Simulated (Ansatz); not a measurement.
# Sb (Fm-3m) in Ansatz: convergence with ecutrho ratio

Aim: find how far ecutrho ratio must go before the results for Sb settle, at r2SCAN. This setting moves, with any that are tied to it; all else stays.

Everything below comes from runs of Ansatz 0.2.0. Logs are shortened: lines on timing, memory, paths and dates and some standing lists are left out, and cuts for length are marked.

### Step 1. Starting point

The structure is cubic, space group Fm-3m (No. 225). The conventional cell has a = 4.742 Å, b = 4.742 Å, c = 4.742 Å, α = 90.00°, β = 90.00°, γ = 90.00°. Around Sb (site symmetry m-3m) lie 12 Sb at 3.35 Å.

This isn't the form of Sb at room conditions, which is rhombohedral.

### Step 2. With ecutrho ratio 4

input.yaml

```yaml
crystal:
  lattice:
    - [0.0, 2.3712425216, 2.3712425216]
    - [2.3712425216, 0.0, 2.3712425216]
    - [2.3712425216, 2.3712425216, 0.0]
  atoms:
    - { symbol: Sb, position: [0.0, 0.0, 0.0] }
hamiltonian:
  xc: r2scan
  pseudopotentials: { kind: paw }
kpoints:
  mp_grid: { grid: [8, 8, 8] }
scf:
  occupations: { method: gaussian, width: 0.05 }
output:
  forces: true
  stress: true
  eigenvalues: true
basis:
  ecutrho_ratio: 4
```

Potentials or basis: Ansatz PAW.

Launch:

```bash
ansatz run input.yaml --threads 2 --pin off --max-ram 5632MiB --backend cpu --events-out ev --progress --plain --runs-dir out
```

The log of the run:

```text
Warning: RAYON_NUM_THREADS=2 ignored (pool sized by the plan → 2); use --threads N
Engine: ansatz 0.2.0, aarch64-unknown-linux-gnu
Pseudopotentials: kind: paw
Pseudopotential: Sb, paw, valence charge 15, recommended cutoff 500 eV (meta_gga), Sb.paw.azcp
Functional definition: r2SCAN
  parameter k0 = 0.174
  parameter k1 = 0.065
  parameter a1 = 4.9479
  exchange = r2scan_x(k0 = k0, k1 = k1, a1 = a1)
  correlation = r2scan_c
Crystal: 1 atoms, lattice volume = 26.666 Å³
Basis set: ecut = 500 eV, 645 PW (Γ), exchange–correlation on 100×100×100 points (64 copies of the dense FFT grid, shifted against one another)
Bands: 12, of which v1, the nominal top of the filled ones, is band 8 counted from 1 (7 counted from 0)
Symmetry: 48 space group operations
Space group: Fm-3m (ITA 225), of the structure as read, at distance tolerance 3.0e-5 Å
k-points: 29 of 512
Non-local potential: Sb, projectors of the file, l = 0: 2, l = 1: 2, l = 2: 2, l = 3: 2
PAW form: soft (Blöchl's): semilocal exchange-correlation on the pseudo side does not see the compensation charge
PAW frozen core: Sb, regenerated for the run's functional (the file was generated under x = pbe(κ = 0.804, μ = 0.2195149727645171), c = pbe(β = 0.06672455060314922))
PAW one-centre angular grid: Sb, 590 points (default); XC on 160 Gauss nodes
Initial density: superposition of atomic densities (neutral atoms: chi_scale 0, normalization atom), corrected by the library's trained network
Initial wavefunctions: pseudopotential atomic-orbital guess
Functional: x = r2scan, c = r2scan; τ floored in thin density (d = 2e-4 eV/Å³)
SCF iter   1: F=—  HF=-6498.631418 eV  |F-HF|=—  |Δ(HF+E_count)|=         —  Δρ=4.25e-3  dr2=2.09e-3  dr2_τ=2.11e-4  ethr=1.77e-3  ⟨swp⟩=5.5  Hψ=2101  notcnv=0
preconditioner: auto → none  [insulator: Δε(μ)=0.163 eV  Ē_g=13.347 eV  σ=0.050 eV  W_gap=0.73  n_scr=8 (ndim 8)  ℏωp=16.1 eV  f_vac=0.000  D(μ)=1.76/eV (n_scr^D=14)  ε∞_Penn≈2.5]
SCF iter   2: F=—  HF=-6498.638976 eV  |F-HF|=—  |Δ(HF+E_count)|=   7.56e-3  Δρ=1.81e-3  dr2=4.98e-4  dr2_τ=6.94e-6  ethr=1.39e-5  ⟨swp⟩=2.0  Hψ=907  notcnv=0  defer=21
SCF iter   3: F=—  HF=-6498.639498 eV  |F-HF|=—  |Δ(HF+E_count)|=   5.22e-4  Δρ=5.32e-4  dr2=3.77e-5  dr2_τ=3.48e-6  ethr=3.32e-6  ⟨swp⟩=2.0  Hψ=418  notcnv=0  defer=21
SCF iter   4: F=—  HF=-6498.639520 eV  |F-HF|=—  |Δ(HF+E_count)|=   2.25e-5  Δρ=3.19e-5  dr2=1.71e-7  dr2_τ=3.13e-8  ethr=2.52e-7  ⟨swp⟩=2.6  Hψ=472  notcnv=0  defer=21
iter 5 did not close the SCF: its close was put off for the readings that it lacked (scf_convergence_deferred on its scf_iter line)
SCF iter   5: F=-6498.639521 eV  HF=-6498.639521 eV  |F-HF|=1.10e-7  |Δ(HF+E_count)|=   6.22e-7  Δρ=1.11e-5  dr2=1.81e-8  dr2_τ=1.07e-9  ethr=1.14e-9  ⟨swp⟩=2.0  Hψ=539  notcnv=0  defer=21
SCF iter   6: F=-6498.639521 eV  HF=-6498.639521 eV  |F-HF|=6.10e-10  |Δ(HF+E_count)|=   1.45e-7  Δρ=1.46e-6  dr2=2.05e-10  dr2_τ=1.66e-10  ethr=1.21e-10  ⟨swp⟩=5.8  Hψ=1549  notcnv=0
SCF 1 converged in 6 iterations: F = -6498.639521 eV  dr2 = 2.05e-10
SCF converged after 6 iterations
Free energy (F): -6498.639521 eV
Harris-Foulkes:  -6498.639521 eV  (|F-HF|=6.10e-10)
Internal energy: -6498.637326 eV  (E = F + TS)
E sigma→0 (E₀):  -6498.638423 eV
Entropy (-TS):   -0.002195 eV (-2.195 meV/atom)
Fermi energy:    11.671913 eV
--- Per-component energies (eV) ---
  E_band       = -152.456042
  E_kinetic    = 206.016422
  E_local      = -1426.130093  (includes V_loc(G=0)·N_el)
  E_nonlocal   = 362.120395
  E_hartree    = 653.016707
  E_xc         = -127.304810
  E_vxc        = -103.004861  (∫ρ·V_xc dr)
  E_paw        = -4600.743454  (= ΣΔE_a)
  E_vpaw       = -504.584056  (= ΣTr[D̂ρ^β])
  E_aug_tail   = -0.000001  (compensation charges beyond the density's cutoff)
  E_vtau       = 7.092896  (kinetic-family band-sum trace: ∫τ·v_τ [+ j·A + Jᵃ·Aᵃ] dr)
  E_ewald      = -1566.118529
  E_core_change = 0.506037  (= ΣΔE_core)
  E_smearing   = -0.002195  (= −TS)
  E_closure    = -0.000000  (closes the sum)
  Σ components = -6498.639521   (vs F -6498.639521, Δ=0.00e0)
--- Forces (eV/Å), atoms counted from 1 ---
  atom   1  Sb    -0.00000000     0.00000000    -0.00000000
  max |Σ_I F_I| component: 1.40e-31 eV/Å
--- Stress (GPa, compression-positive) ---
        2.100835       0.000000       0.000000
        0.000000       2.100835      -0.000000
       -0.000000      -0.000000       2.100835
  P = ⅓ Tr σ = 2.1008 GPa (21.008 kbar)
--- Band table (eV; the first three rows and the last of 29) ---
  k-point 0: bands = ["-18.3841", "-18.3841", "-18.3841", "-18.3432", "-18.3432", "-1.8687", "17.5049", "17.5049", "17.5049", "22.6599", "22.7837", "22.7837"]
  k-point 1: bands = ["-18.3825", "-18.3776", "-18.3776", "-18.3423", "-18.3423", "-1.5376", "14.9493", "17.0989", "17.0989", "21.2606", "23.4682", "23.4682"]
  k-point 2: bands = ["-18.3790", "-18.3730", "-18.3730", "-18.3284", "-18.3284", "-0.5559", "10.9816", "16.3783", "16.3783", "20.7749", "23.2211", "23.2211"]
  k-point 28: bands = ["-18.3708", "-18.3566", "-18.3566", "-18.3230", "-18.2817", "4.2906", "8.3512", "8.3512", "10.2378", "21.9713", "23.4928", "23.4928"]
```

Run time: 1 s. Hardware: 2 threads of Arm Neoverse V1, shared host; peak memory 0.33 GiB.

What came out:

| Property | Result |
| --- | --- |
| Free energy | -6498.6395 eV |
| Pressure | 2.1 GPa |
| Band gap on the k mesh | none (metal or under the smearing width) |

### Step 3. With ecutrho ratio 5

input.yaml: that of step 2 with these lines changed.

```diff
@@ -19,2 +19,2 @@
 basis:
-  ecutrho_ratio: 4
+  ecutrho_ratio: 5
```

Potentials or basis: Ansatz PAW.

Launch:

```bash
ansatz run input.yaml --threads 2 --pin off --max-ram 5632MiB --backend cpu --events-out ev --progress --plain --runs-dir out
```

Wall time 1.1 s (2 threads of Arm Neoverse V1, shared host); peak memory 0.37 GiB.

What came out:

```
Free energy            : -6498.6395 eV
Pressure               : 2.1 GPa
Band gap on the k mesh : none (metal or under the smearing width)
```

### Step 4. With ecutrho ratio 6

input.yaml: that of step 3 with these lines changed.

```diff
@@ -19,2 +19,2 @@
 basis:
-  ecutrho_ratio: 5
+  ecutrho_ratio: 6
```

Launch:

```bash
ansatz run input.yaml --threads 2 --pin off --max-ram 5632MiB --backend cpu --events-out ev --progress --plain --runs-dir out
```

Wall time 1.1 s (2 threads of Arm Neoverse V1, shared host); peak memory 0.38 GiB.

Results:

```
Free energy            : -6498.6395 eV
Pressure               : 2.1 GPa
Band gap on the k mesh : none (metal or under the smearing width)
```

### Step 5. With ecutrho ratio 8

input.yaml: that of step 4 with these lines changed.

```diff
@@ -19,2 +19,2 @@
 basis:
-  ecutrho_ratio: 6
+  ecutrho_ratio: 8
```

Launch:

```bash
ansatz run input.yaml --threads 2 --pin off --max-ram 5632MiB --backend cpu --events-out ev --progress --plain --runs-dir out
```

Wall time 1.4 s (2 threads of Arm Neoverse V1, shared host); peak memory 0.47 GiB.

Results (log left out):

| Quantity | Value |
| --- | --- |
| Free energy | -6498.6395 eV |
| Pressure | 2.1 GPa |
| Band gap on the k mesh | none (metal or under the smearing width) |

### Step 6. With ecutrho ratio 10

input.yaml: that of step 5 with these lines changed.

```diff
@@ -19,2 +19,2 @@
 basis:
-  ecutrho_ratio: 8
+  ecutrho_ratio: 10
```

Potentials or basis: Ansatz PAW.

Launch:

```bash
ansatz run input.yaml --threads 2 --pin off --max-ram 5632MiB --backend cpu --events-out ev --progress --plain --runs-dir out
```

Wall time 1.6 s (2 threads of Arm Neoverse V1, shared host); peak memory 0.55 GiB.

It converged, with:

```
Free energy            : -6498.6395 eV
Pressure               : 2.1 GPa
Band gap on the k mesh : none (metal or under the smearing width)
```

### Step 7. With ecutrho ratio 12

input.yaml: that of step 6 with these lines changed.

```diff
@@ -19,2 +19,2 @@
 basis:
-  ecutrho_ratio: 10
+  ecutrho_ratio: 12
```

Launch:

```bash
ansatz run input.yaml --threads 2 --pin off --max-ram 5632MiB --backend cpu --events-out ev --progress --plain --runs-dir out
```

Run time: 1.9 s. Hardware: 2 threads of Arm Neoverse V1, shared host; peak memory 0.68 GiB.

It converged, with:

```yaml
Free_energy: -6498.6395 eV
Pressure: 2.1 GPa
Band_gap_on_the_k_mesh: none (metal or under the smearing width)
```

### Step 8. Summary

| ecutrho ratio | energy less the tightest run, at zero smearing (meV/atom) | SCF cycles | CPU time (s) | peak memory (GiB) |
| --- | --- | --- | --- | --- |
| 4 | 0.00 | 6 | 1.8 | 0.33 |
| 5 | 0.00 | 6 | 2 | 0.37 |
| 6 | 0.00 | 6 | 2 | 0.38 |
| 8 | 0.00 | 6 | 2.5 | 0.47 |
| 10 | 0.00 | 6 | 2.9 | 0.55 |
| 12 | 0.00 | 6 | 3.5 | 0.68 |

Against the tightest run, the energy stays within 1 meV/atom from 4 on. The tightest run that finished is the yardstick and may itself not be fully converged.

Caveats: the PAW data sets come from PBE, with cores solved anew for the run's functional, which leaves a small shift of forces and pressure.
